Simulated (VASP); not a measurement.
# SH2 in VASP: notebook

One molecule, SH2, is run at these levels: PBE+D3(BJ), PBE, RPBE; tasks: relaxation of the atoms, single point.

All numbers are computed with VASP 6.6.1; they aren't measurements. Logs are shortened: lines on timing, memory, paths and dates and some standing lists are left out, and cuts for length are marked.

## (1) Starting point

The cell holds a molecule in a box, 3 atoms: a = 12.326 Å, b = 12.826 Å, c = 13.326 Å, α = 90.00°, β = 90.00°, γ = 90.00°.

## (2) Relaxation of the atoms, PBE+D3(BJ)

INCAR reads:

```
SYSTEM = H2S
PREC     = Accurate       ! precision mode
ENCUT    = 400            ! plane-wave cutoff, eV
EDIFF    = 1E-6           ! SCF threshold, eV
ISMEAR   = 0              ! smearing method
SIGMA    = 0.01           ! smearing width, eV
LREAL    = .False.        ! projectors in reciprocal space
LASPH    = .True.         ! aspherical terms in the spheres
NELM     = 100            ! most SCF steps
ALGO     = Normal         ! electronic algorithm
ISIF     = 2              ! what is computed and relaxed
LWAVE    = .False.        ! write WAVECAR
LCHARG   = .False.        ! write CHGCAR
GGA      = PE             ! functional
IVDW     = 12             ! dispersion correction
IBRION   = 2              ! ionic algorithm
NSW      = 120            ! ionic steps
EDIFFG   = -0.03          ! ionic threshold
ISYM     = 0
```

KPOINTS reads:

```
Automatic mesh
0
Gamma
  1 1 1
  0 0 0
```

POSCAR reads:

```
H2S
1.0
   12.3255669104      0.0000000000      0.0000000000
    0.0000000000     12.8255669104      0.0000000000
    0.0000000000      0.0000000000     13.3255669104
S H
1 2
Selective dynamics
Direct
    0.5240426748      0.5082814983      0.4599902110  F F F
    0.5108381774      0.4305378923      0.5245348755  T T T
    0.4651191479      0.5728759989      0.5154749135  T T T
```

Potentials or basis: VASP PAW PBE potentials, release 64 (S, H).

Command:

```console
> cat potpaw_PBE.64/S/POTCAR potpaw_PBE.64/H/POTCAR > POTCAR
> mpirun -np 4 vasp_gam > vasp.out
```

OUTCAR:

```text
SYSTEM = H2S
   PREC = Accurate
   ENCUT = 400
   EDIFF = 1E-6
   ISMEAR = 0
   LREAL = .False.
   LASPH = .True.
   NELM = 100
   ISIF = 2
   GGA = PE
   IVDW = 12
   IBRION = 2
   NSW = 120
   EDIFFG = -0.03
   ISYM = 0
 IVDW          = 12

 ion  position               nearest neighbor table
   1  0.524  0.508  0.460-   2 1.33   3 1.33
   2  0.511  0.431  0.525-   1 1.33
   3  0.465  0.573  0.515-   1 1.33

IMPORTANT INFORMATION: All symmetrisations will be switched off!
NOSYMM: (Re-)initialisation of all symmetry stuff for point group C_1.

----------------------------------------------------------------------------------------

                                     Primitive cell

  volume of cell :    2106.5374

  direct lattice vectors                    reciprocal lattice vectors
    12.325566910  0.000000000  0.000000000     0.081132171  0.000000000  0.000000000
     0.000000000 12.825566910  0.000000000     0.000000000  0.077969263  0.000000000
     0.000000000  0.000000000 13.325566910     0.000000000  0.000000000  0.075043712

  length of vectors
    12.325566910 12.825566910 13.325566910     0.081132171  0.077969263  0.075043712

  position of ions in fractional coordinates (direct lattice)
     0.524042675  0.508281498  0.459990211
     0.510838177  0.430537892  0.524534876
     0.465119148  0.572875999  0.515474914

  ion indices of the primitive-cell ions
   primitive index   ion index
                 1           1
                 2           2
                 3           3

----------------------------------------------------------------------------------------

 KPOINTS: Automatic mesh

Automatic generation of k-mesh.
 Grid dimensions read from file:
 generate k-points for:    1    1    1

 Generating k-lattice:

  Cartesian coordinates                     Fractional coordinates (reciprocal lattice)
     0.081132171  0.000000000  0.000000000     1.000000000  0.000000000  0.000000000
     0.000000000  0.077969263  0.000000000     0.000000000  1.000000000  0.000000000
     0.000000000  0.000000000  0.075043712     0.000000000  0.000000000  1.000000000

  Length of vectors
     0.081132171  0.077969263  0.075043712

  Shift w.r.t. Gamma in fractional coordinates (k-lattice)
     0.000000000  0.000000000  0.000000000

 Subroutine IBZKPT returns following result:
 ===========================================

 Found      1 irreducible k-points:

 Following reciprocal coordinates:
            Coordinates               Weight
  0.000000  0.000000  0.000000      1.000000
   k-points           NKPTS =      1   k-points in BZ     NKDIM =      1   number of bands    NBANDS=      8
   number of dos      NEDOS =    301   number of ions     NIONS =      3
   total plane-waves  NPLWV = 604800
   dimension x,y,z NGX =    80 NGY =   84 NGZ =   90
   dimension x,y,z NGXF=   160 NGYF=  168 NGZF=  180
   ions per type =               1   2
   NGX,Y,Z   is equivalent  to a cutoff of  10.79, 10.89, 11.23 a.u.
   NGXF,Y,Z  is equivalent  to a cutoff of  21.58, 21.78, 22.46 a.u.
 SYSTEM =  H2S
   PREC   = accura    normal or accurate (medium, high low for compatibility)
   ISTART =      0    job   : 0-new  1-cont  2-samecut
   ICHARG =      2    charge: 1-file 2-atom 10-const
   ISPIN  =      1    spin polarized calculation?
   LNONCOLLINEAR =      F non collinear calculations
   LSORBIT =      F    spin-orbit coupling
   LASPH  =      T    aspherical Exc in radial PAW
   ENCUT  =  400.0 eV  29.40 Ry    5.42 a.u.  20.10 20.92 21.73*2*pi/ulx,y,z
   NELM   =    100;   NELMIN=  2; NELMDL= -5     # of ELM steps
   EDIFF  = 0.1E-05   stopping-criterion for ELM
   LREAL  =      F    real-space projection
   EDIFFG = -.3E-01   stopping-criterion for IOM
   NSW    =    120    number of steps for IOM
   IBRION =      2    ionic relax: 0-MD 1-quasi-New 2-CG
   NFREE  =      1    steps in history (QN), initial steepest desc. (CG)
   ISIF   =      2    stress and relaxation
   ISYM   =      0    0-nonsym 1-usesym 2-fastsym
   POTIM  = 0.5000    time-step for ionic-motion
   TEBEG  =    0.0;   TEEND  =   0.0 temperature during run
   PSTRESS=    0.0 pullay stress
   NELECT =       8.0000    total number of electrons
   NUPDOWN=      -1.0000    fix difference up-down
   EMIN   =  10.00;   EMAX   =-10.00  energy-range for DOS
   EFERMI =   0.00;   METHOD = LEGACY
   ISMEAR =     0;   SIGMA  =   0.01  broadening in eV -4-tet -1-fermi 0-gaus
   EFERMI_NEDOS =   21; number of points for ismear=-14 and -15
   IALGO  =     38    algorithm
   IMIX   =      4    mixing-type and parameters
     AMIX     =   0.40;   BMIX     =  1.00
     AMIX_MAG =   1.60;   BMIX_MAG =  1.00
  volume/ion in A,a.u.               =     702.18      4738.54
  Fermi-wavevector in a.u.,A,eV,Ry     =   0.255416  0.482667  0.887609  0.065237
  Thomas-Fermi vector in A             =   1.077651
   LORBIT       =      0    0 simple, 1 ext, 2 COOP (PROOUT), +10 PAW based schemes
   GGA     = PE    functional components
   LHFCALC =     F    Hartree Fock is set to
   AEXX    =    0.0000 exact exchange contribution
   IVDW    =    12    specifies the selected vdW correction
   LEPSILON=     F    determine dielectric tensor
   LRPA    =     F    only Hartree local field effects (RPA)
 conjugate gradient relaxation of ions
 non-spin polarized calculation
 Gauss-broadening in eV      SIGMA  =   0.01
  energy-cutoff  :      400.00
  volume of cell :     2106.54
 maximum number of plane-waves:     19124
   NGX = 41   NGY = 41   NGZ = 43

--------------------------------------- Ionic step        1  -------------------------------------------

 number of electron       8.0000000 magnetization

 Free energy of the ion-electron system (eV)
  ---------------------------------------------------
  ext. energy  EPLUGINS =         0.00000000
  ---------------------------------------------------
  free energy    TOTEN  =       -11.19057854 eV

  energy without entropy =      -11.19057854  energy(sigma->0) =      -11.19057854

------------------------ aborting loop because EDIFF is reached ----------------------------------------

 Edisp (eV)   -0.02194

 E8    (eV) :    -0.0065

  FORCE on cell =-STRESS in cart. coord.  units (eV):
  Direction    XX          YY          ZZ          XY          YZ          ZX
  --------------------------------------------------------------------------------------
  -------------------------------------------------------------------------------------
  Total       0.12820     0.60096     0.47891    -0.18758    -0.11152    -0.32107
  in kB       0.09750     0.45708     0.36425    -0.14267    -0.08482    -0.24419
  external pressure =        0.31 kB  Pullay stress =        0.00 kB

 VOLUME and BASIS-vectors are now :
 -----------------------------------------------------------------------------
  energy-cutoff  :      400.00
  volume of cell :     2106.54
      direct lattice vectors                 reciprocal lattice vectors
    12.325566910  0.000000000  0.000000000     0.081132171  0.000000000  0.000000000
     0.000000000 12.825566910  0.000000000     0.000000000  0.077969263  0.000000000
     0.000000000  0.000000000 13.325566910     0.000000000  0.000000000  0.075043712
[... 165 lines left out ...]
 POSITION                                       TOTAL-FORCE (eV/Angst)
 -----------------------------------------------------------------------------------
      6.45912      6.51900      6.12963         0.011695      0.002087     -0.020291
      6.29200      5.50617      7.00633        -0.014151      0.026198      0.008502
      5.71978      7.35988      6.88371         0.002456     -0.028284      0.011789
 -----------------------------------------------------------------------------------
    total drift:                                0.000340      0.000138     -0.000453

  FREE ENERGIE OF THE ION-ELECTRON SYSTEM (eV)
  ---------------------------------------------------
  free  energy   TOTEN  =       -11.2258826377 eV

  energy  without entropy=      -11.2258826377  energy(sigma->0) =      -11.22588264

--------------------------------------- Ionic step        6  -------------------------------------------

 number of electron       7.9999999 magnetization

 Free energy of the ion-electron system (eV)
  ---------------------------------------------------
  ext. energy  EPLUGINS =         0.00000000
  ---------------------------------------------------
  free energy    TOTEN  =       -11.20409972 eV

  energy without entropy =      -11.20409972  energy(sigma->0) =      -11.20409972

 E-fermi :  -6.0972     XC(G=0):  -0.4055

 val. band max:       -6.1877126229   @ k =   0.0000   0.0000   0.0000
 cond. band min:      -0.8140845709   @ k =   0.0000   0.0000   0.0000
 fundamental gap:      5.3736280520
 Fermi energy:        -6.0972488041

 k-point     1 :       0.0000    0.0000    0.0000
  band No.  band energies     occupation
      1     -18.4047      2.00000
      2     -10.8215      2.00000
      3      -9.0038      2.00000
      4      -6.1877      2.00000
      5      -0.8141      0.00000
      6      -0.5599      0.00000
      7       0.2751      0.00000
      8       0.6005      0.00000

------------------------ aborting loop because EDIFF is reached ----------------------------------------

 Edisp (eV)   -0.02194

 E8    (eV) :    -0.0065

  FORCE on cell =-STRESS in cart. coord.  units (eV):
  Direction    XX          YY          ZZ          XY          YZ          ZX
  --------------------------------------------------------------------------------------
  -------------------------------------------------------------------------------------
  Total      -0.12622    -0.13611    -0.12990     0.00322     0.00131     0.00252
  in kB      -0.09600    -0.10353    -0.09880     0.00245     0.00100     0.00192
  external pressure =       -0.10 kB  Pullay stress =        0.00 kB
[... 10 lines left out ...]
 POSITION                                       TOTAL-FORCE (eV/Angst)
 -----------------------------------------------------------------------------------
      6.45912      6.51900      6.12963        -0.005497     -0.001392      0.010742
      6.28914      5.50915      7.00941        -0.000282      0.010999     -0.005964
      5.71894      7.35621      6.88718         0.005779     -0.009607     -0.004777
 -----------------------------------------------------------------------------------
    total drift:                                0.000366      0.000202     -0.000460

  FREE ENERGIE OF THE ION-ELECTRON SYSTEM (eV)
  ---------------------------------------------------
  free  energy   TOTEN  =       -11.2260350605 eV

  energy  without entropy=      -11.2260350605  energy(sigma->0) =      -11.22603506

 reached required accuracy - stopping structural energy minimisation
```

It took 2.2 min on 4 MPI ranks of Intel Xeon Platinum 8375C at 2.90GHz (Ice Lake), shared host; peak memory 0.41 GiB.

What came out:

```yaml
Free_energy: -11.2260 eV
Energy_gained_by_relaxing: 4.5 meV/atom
Ionic_steps: 6
Gap_between_the_frontier_levels: 5.37 eV
Dispersion_energy_per_atom: -0.007 eV
```

Step by step:
```csv
step,energy change (eV),largest force (eV/Å),pressure (GPa)
1,0.0000,0.8653,0.03
2,-0.0123,0.1567,-0.02
3,-0.0133,0.0510,-0.01
4,-0.0133,0.0383,-0.01
5,-0.0134,0.0310,-0.01
6,-0.0135,0.0125,-0.01
```

Final structure:
```
S H
1.0
    12.32557    0.00000    0.00000
     0.00000   12.82557    0.00000
     0.00000    0.00000   13.32557
S H
1 2
Direct
  0.52404 0.50828 0.45999
  0.51025 0.42954 0.52601
  0.46399 0.57356 0.51684
```

Levels at points of the mesh, in eV from the valence-band top:
```
           k point  band 1  band 2  band 3  band 4  band 5  band 6  band 7  band 8
(0.00, 0.00, 0.00)  -12.22   -4.63   -2.82    0.00    5.37    5.63    6.46    6.79
```

## (3) Single point, PBE

INCAR reads:

```
SYSTEM = H2S
PREC = Accurate
ENCUT = 400
EDIFF = 1E-6
ISMEAR = 0
SIGMA = 0.01
LREAL = .FALSE.
LASPH = .TRUE.
NELM = 100
ALGO = Normal
ISIF = 2
LWAVE = .FALSE.
LCHARG = .FALSE.
GGA = PE
NBANDS = 11
ISYM = 0
```

KPOINTS reads:

```
regular mesh
0
G
  1 1 1
  0 0 0
```

POSCAR reads:

```
H2S                                     
1.0
   12.3255669104      0.0000000000      0.0000000000
    0.0000000000     12.8255669104      0.0000000000
    0.0000000000      0.0000000000     13.3255669104
  S               H             
     1     2
Selective dynamics
Direct
     0.5240426748000004    0.5082814983000006    0.4599902109999974   F   F   F
     0.5102518241523043    0.4295442893792950    0.5260118629908058   T   T   T
     0.4639902196553888    0.5735585309224360    0.5168398112876869   T   T   T
```

Potentials or basis: VASP PAW PBE potentials, release 64 (S, H).

Command:

```console
> cat potpaw_PBE.64/S/POTCAR potpaw_PBE.64/H/POTCAR > POTCAR
> mpirun -np 4 vasp_gam > vasp.out
```

It took 53 s on 4 MPI ranks of Intel Xeon Platinum 8375C at 2.90GHz (Ice Lake), shared host; peak memory 0.38 GiB.

It converged, with:

- Free energy: -11.2041 eV
- Largest force: 0.012 eV/Å
- Gap between the frontier levels: 5.37 eV

Forces on the atoms (eV/Å):
```
S   -0.006 -0.001  0.011
H    0.000  0.011 -0.006
H    0.006 -0.009 -0.005
```

Levels at points of the mesh, in eV from the valence-band top:
```
           k point  band 2  band 3  band 4  band 5  band 6  band 7
(0.00, 0.00, 0.00)   -4.63   -2.82    0.00    5.37    5.63    6.47
```

A hybrid or GW would open this gap; PBE tends to underestimate it.

## (4) Single point, RPBE

INCAR: that of step 3 with these lines changed.

```diff
@@ -13,3 +13,3 @@
 LCHARG = .FALSE.
-GGA = PE
+GGA = RP
 NBANDS = 11
```

KPOINTS is that of step 3.

POSCAR is that of step 3.

Command:

```console
> cat potpaw_PBE.64/S/POTCAR potpaw_PBE.64/H/POTCAR > POTCAR
> mpirun -np 4 vasp_gam > vasp.out
```

Run time: 53 s. Hardware: 4 MPI ranks of Intel Xeon Platinum 8375C at 2.90GHz (Ice Lake), shared host; peak memory 0.39 GiB.

It converged, with:

- Free energy: -11.2435 eV
- Largest force: 0.006 eV/Å
- Gap between the frontier levels: 5.29 eV

Forces in eV/Å, atoms in the order of the input:
```
S    0.000  0.000  0.001
H    0.002 -0.005  0.000
H   -0.002  0.006 -0.001
```

Levels at points of the mesh, in eV from the valence-band top:
```csv
k point,band 1,band 2,band 3,band 4,band 5,band 6,band 7,band 8,band 9
"(0.00, 0.00, 0.00)",-12.22,-4.65,-2.83,0.00,5.29,5.60,6.44,6.70,6.74
```

Caveat: the PAW data sets were made with another functional, which shifts forces and pressure a little.

## (5) Overview

| task | level | cell | atoms held fixed (from 0) | gap on the mesh (eV) | largest force (eV/Å) |
| --- | --- | --- | --- | --- | --- |
| relaxation of the atoms | PBE+D3(BJ) | atoms relaxed | [0] | 5.37 | - |
| single point | PBE | as given | - | 5.37 | 0.01 |
| single point | RPBE | as given | - | 5.29 | 0.01 |

Alike in all rows: potentials or basis VASP PAW PBE potentials, release 64 (S, H); no spin polarisation; k mesh 1 × 1 × 1; cutoff (eV) 400; smearing gaussian 0.01 eV.

Caveats: the PAW data sets were made with another functional, which shifts forces and pressure a little (some runs).

Total energies depend on the potentials used, so only differences within one code and one set of settings carry meaning.
